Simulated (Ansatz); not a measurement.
# ZnS (P6_3mc), random displacements

Level of theory: Ansatz 0.2.0, DFT r2SCAN, scalar-relativistic, plane waves, PAW. Settings: plane waves to 500 eV, k-mesh 6×6×4 (Γ-centred), Gaussian smearing 0.05 eV. No spin polarisation. Energies are free energies at this smearing, counted from the undisturbed cell; pressure is positive in compression.

Zero of the scan (as given, not relaxed at this level):

```xyz
4
Lattice="3.8110 0.0000 0.0000 -1.9055 3.3004 0.0000 0.0000 0.0000 6.2340" Properties=species:S:1:pos:R:3 pbc="T T T"
Zn    0.0000    2.2003    0.0000
Zn    1.9055    1.1001    3.1170
S     0.0000    2.2003    2.4001
S     1.9055    1.1001    5.5171
```

After a displacement of all atoms with no net shift and a strain of the cell, the run gives ΔE = 74.4 meV/atom; stress (xx, yy, zz, yz, xz, xy; compression positive) (2.00, 6.24, -1.82, -0.32, -0.69, -3.51) GPa; gap on the mesh 2.81 eV.

```tsv
atom	Fx (eV/Å)	Fy	Fz
Zn1	-1.202	-0.458	0.970
Zn2	0.257	0.452	0.616
S3	-0.047	-0.463	-0.533
S4	0.992	0.468	-1.053
```

Q: Which displacements (Å, in the unstrained cell) and strain were applied?

A:
| atom | ux | uy | uz |
| --- | --- | --- | --- |
| Zn1 | 0.19 | 0.05 | -0.07 |
| Zn2 | -0.13 | -0.05 | -0.04 |
| S3 | -0.12 | 0.02 | 0.04 |
| S4 | 0.06 | -0.02 | 0.08 |
Strain (Voigt, engineering shear): (-0.0004, -0.0010, -0.0016, 0.0170, -0.0058, 0.0316).

Cost: 1 run of about 0.18 core-minutes, on AMD EPYC 9R45 (Zen 5) (shared hosts).